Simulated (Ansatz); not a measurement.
A plane-wave DFT run in Ansatz 0.2.0 (scalar-relativistic PAW potentials unless the input names others): input and command.

```yaml
crystal:
  lattice:
    - [3.7240006046, 0.0, 0.0]
    - [-1.8620003023, 3.2250791273, 0.0]
    - [0.0, 0.0, 5.062]
  atomss:
    - { symbol: Pt, position: [0.0, 0.0, 0.0119954102] }
    - { symbol: Se, position: [0.3333333333, 0.6666666667, 0.2351837218] }
    - { symbol: Se, position: [0.6666666667, 0.3333333333, 0.7351837218] }
basis:
  ecutwfc: 420
kpoints:
  mp_grid: { grid: [12, 12, 10] }
hamiltonian:
  xc: pbe
  dispersion: d3bj
scf:
  occupations: { method: gaussian, width: 0.15 }
  max_iter: 80
output:
  forces: true
  eigenvalues: true
  stress: true
```

```bash
ansatz run input.yaml --threads 2 --pin off --max-ram 5120MiB --backend cpu --events-out ev --progress --plain --runs-dir out
```

**Question.** What will the program do with this input?

**Answer.** The program refuses it, because of a misspelt key (the key crystal.atoms typed as atomss). With the key spelt rightly it is accepted.

Abridged log:
```
Error: YAML parse error: error: line 6 column 3: unknown field `atomss`, expected one of checkpoint, saddle_side, structure_sha256, lattice, periodic, space_group, setting, atoms, reduce_to_primitive, conventional_axes, supercell, defects, symmetry, host
 --> <input>:6:3
  |
4 |     - [-1.8620003023, 3.2250791273, 0.0]
5 |     - [0.0, 0.0, 5.062]
6 |   atomss:
  |   ^ unknown field `atomss`, expected one of checkpoint, saddle_side, structure_sha256, lattice, periodic, space_group, setting, atoms, reduce_to_primitive, conventional_axes, supercell, defects, symmetry, host
7 |     - { symbol: Pt, position: [0.0, 0.0, 0.0119954102] }
8 |     - { symbol: Se, position: [0.3333333333, 0.6666666667, 0.235183…
  |
```